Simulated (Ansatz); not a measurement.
The system is Al.

```
Al
1.0
     2.82708    0.00000    0.00000
    -1.41354    2.44832    0.00000
     0.00000    0.00000    9.18599
Al
4
Direct
  0.66667 0.33333 0.75000
  0.00000 0.00000 0.50000
  0.33333 0.66667 0.25000
  0.00000 0.00000 0.00000
```

This isn't the form of Al at room conditions, which is fcc.

Base run:

| Quantity | Value |
| --- | --- |
| Program | Ansatz 0.2.0 |
| Functional | PBEsol |
| Potentials or basis | Ansatz PAW |
| Cutoff | 420 eV |
| Density cutoff | 1680 eV |
| k mesh | 11 × 11 × 3 |
| Occupations | fermi-dirac, width 0.05 eV |
| Spin | no spin polarisation |

Its results: band gap on the k mesh none (metal or under the smearing width); pressure 2.0 GPa.

Q: The run is repeated on the same cell with these changes: functional from PBEsol to r2SCAN; cutoff from 420 eV to 500 eV; density cutoff from 1680 eV to 2000 eV; k mesh from 11 × 11 × 3 to 6 × 6 × 2. What comes out?

A: Band gap on the k mesh none (metal or under the smearing width); pressure 0.7 GPa.

Several settings changed at once, so the effect can't be laid on one alone.

Caveats: some runs use coarse meshes; the PAW data sets come from PBE, with cores solved anew for the run's functional, which leaves a small shift of forces and pressure.

Not every run made on this cell is shown here.
